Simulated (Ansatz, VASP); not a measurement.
# B: VASP beside Ansatz

```
B
1.0
     2.48117    0.00000    0.00000
    -1.24059    2.14876    0.00000
     0.00000    0.00000    2.25802
B
3
Direct
  0.00000 0.00000 0.00000
  0.33333 0.66667 0.50000
  0.66667 0.33333 0.50000
```

Change from the starting cell: volume scaled by 0.6, PAW files.

Alike in both runs: task single point; functional PBE; k mesh 12 × 12 × 16; occupations fermi-dirac, width 0.05 eV; no spin polarisation.

```csv
,VASP,Ansatz
version,VASP 6.6.1,Ansatz 0.2.0
potentials or method,"VASP PAW PBE potentials, release 64 (B)","PAW with Ansatz's default frozen-core files, scalar-relativistic"
plane-wave cutoff (eV),520,420
valence electrons in the cell,9,9
```

|  | VASP | Ansatz | Ansatz less VASP |
| --- | --- | --- | --- |
| pressure (GPa) | 271.5 | 270.9 | -0.64 |
| largest component of the traceless stress (GPa) | 0.46 | 0.09 | -0.364 |

Caveats: the cell as given lies far from equilibrium; so large a pressure means that the cell lies far from this level's equilibrium, or that cutoff or potentials fall short (VASP).
